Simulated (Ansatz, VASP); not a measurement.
## HfN: VASP beside Ansatz

The input POSCAR:

```
HfN
1.0
    3.1339080000      0.0000000000      0.0000000000
   -1.5669540000      2.7140439411      0.0000000000
    0.0000000000      0.0000000000      5.4167680000
Hf N
2 2
Direct
    0.6666666667      0.3333333333      0.7500000000
    0.3333333333      0.6666666667      0.2500000000
    0.0000000000      0.0000000000      0.0000000000
    0.0000000000      0.0000000000      0.5000000000
```

INCAR.step1

```
SYSTEM = HfN
  PREC = Accurate
  ENCUT = 520
  ISMEAR = 1
  SIGMA = 0.15
  LREAL = .FALSE.
  LASPH = .TRUE.
  NELM = 80
  NBANDS = 23
  GGA = PE
  ALGO = Normal
  EDIFF = 1E-4
  LWAVE = .TRUE.
  LCHARG = .FALSE.
```

INCAR.step2

```
SYSTEM = HfN
  PREC = Accurate
  ENCUT = 520
  EDIFF = 1E-6
  ISMEAR = 1
  SIGMA = 0.15
  LREAL = .FALSE.
  LASPH = .TRUE.
  NELM = 80
  ALGO = Normal
  ISIF = 2
  LWAVE = .FALSE.
  LCHARG = .FALSE.
  METAGGA = R2SCAN
  LMIXTAU = .TRUE.
  NBANDS = 23
  ISTART = 1
```

Contents of KPOINTS:

```
regular mesh
0
G
  8 8 4
  0 0 0
```

Input for Ansatz:

```yaml
crystal:
  lattice:
    a: 3.133908
    b: 3.133908
    c: 5.416768
    alpha: 90.0
    beta: 90.0
    gamma: 120.0
  space_group: 194
  atoms:
    - { symbol: Hf, position: [0.6666666666666666, 0.3333333333333333, 0.75] }
    - { symbol: "N", position: [0.0, 0.0, 0.0] }
basis:
  ecutwfc: 530.0
kpoints:
  mp_grid:
    grid: [8, 8, 4]
hamiltonian:
  xc: r2scan
  pseudopotentials:
    kind: paw
scf:
  occupations:
    method: methfessel_paxton
    width: 0.15
output:
  forces: true
  stress: true
```

The cell comes from a database or a generator and needn't be the stable form of this composition.

Alike in both runs: task single point; functional r2SCAN; k mesh 8 × 8 × 4; occupations methfessel-paxton of order 1, width 0.15 eV; no spin polarisation.

```csv
,VASP,Ansatz
version,VASP 6.6.1,Ansatz 0.2.0
potentials or method,"VASP PAW PBE potentials, release 64 (Hf_pv, N)","plane waves, PAW"
plane-wave cutoff (eV),520,530
valence electrons in the cell,30,62
```

```tsv
	VASP	Ansatz	Ansatz less VASP
pressure (GPa)	0.0	2.6	+2.58
largest component of the traceless stress (GPa)	0.53	0.62	+0.088
```

The two sets of potentials don't hold the same shells in valence.

Caveats: the PAW data sets were made with another functional, which shifts forces and pressure a little (VASP). The runs have no spin-orbit coupling, so splittings on Hf are missing.
